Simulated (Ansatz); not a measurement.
# InSe: stiffness from a series of strains

```xyz
4
Lattice="2.0000 1.1547 8.3167 -2.0000 1.1547 8.3167 0.0000 -2.3094 8.3167" Properties=species:S:1:pos:R:3 pbc="T T T"
In    0.0000    0.0000    0.0000
In    0.0000    0.0000    2.7994
Se    0.0000    0.0000   15.3567
Se    0.0000    0.0000   20.7085
```

Atom numbers follow the list: In1, In2, Se3, Se4.

The cell is COD entry 1534648, which may be a prediction rather than a measurement; nothing was relaxed.

Spin–orbit coupling is left out, though it moves levels of the heavy atoms by tenths of an eV or more.

These are results of DFT, PBE, all-electron LAPW, scalar-relativistic (Ansatz 0.2.0), not measurements.

Settings: a Γ-centred 7×7×7 k mesh, Fermi–Dirac smearing of 0.01 eV, basis error target 1 meV/atom, no spin polarisation.

The strain is applied along the Cartesian axes of the cell as listed (γ is the engineering shear, twice εxy = εyz = εzx). Fractional coordinates are held (clamped ions).

σ is the change of stress from the unstrained cell, which is at 2.91 GPa; tension is positive, so slopes are stress–strain coefficients at that pressure.

Only quantities that a quadratic follows smoothly over the whole series are listed; rougher ones are left out.

```
      γ  σxy (GPa)  σyz (GPa)
-0.0300      -1.12      -1.18
-0.0200      -0.74      -0.78
-0.0100      -0.36      -0.38
 0.0000       0.00       0.00
 0.0200       0.71       0.74
 0.0300       1.05       1.10
```

Q: Fit the series and read off the stiffness at zero strain.

A: Least-squares fits y = p0 + p1 x + p2 x² to the rows give σxy (GPa): p1 = 36.2, p2 = -42; σyz (GPa): p1 = 38, p2 = -46.

Q: One run, at γ = 0.0100, is withheld. Predict its row.

A: The fits give 0.36, 0.38; the run gave 0.36, 0.38.
